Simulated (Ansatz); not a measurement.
## Telling isomers of C5H6 apart by their spectra

These gas-phase data were calculated for one isomer of C5H6 at r2SCAN-D4/def2-SVP (harmonic, unscaled wavenumbers; equilibrium rotational constants with average atomic masses):

| Item | Value |
| --- | --- |
| rotational constants | 34.85, 2.29, 2.181 GHz |
| all wavenumbers above 1500 cm⁻¹ | 3249, 3195, 3159, 3140, 3119, 3108, 2040, 1680 |

Candidates:

(1) `C=C=CC=C`, a singlet
(2) `C=C1C=CC1`, a singlet
(3) `C1=CCC=C1`, a singlet

**Question.** Which structure fits?

**Answer.** Candidate (1). The band at 2040 cm⁻¹ lies where the C=C=X stretch is expected; (2), (3) have no mode between 1950 and 2350 cm⁻¹.

The same quantities for all candidates:

```tsv
	rotational constants (GHz)	wavenumbers above 1500 cm⁻¹	E above the lowest, r2SCAN-D4/def2-SVP (kcal/mol)
(1)	34.85, 2.29, 2.181	3249, 3195, 3159, 3140, 3119, 3108, 2040, 1680	30.8
(2)	12.4, 4.983, 3.637	3242, 3216, 3185, 3139, 3092, 3032, 1740, 1589	28.8
(3)	8.419, 8.218, 4.268	3232, 3226, 3207, 3197, 3057, 3018, 1638, 1554	0.0
```

Harmonic stretches to hydrogen usually lie a few per cent above observed fundamentals. Each candidate is one conformer. Programs: Ansatz 0.2.0.
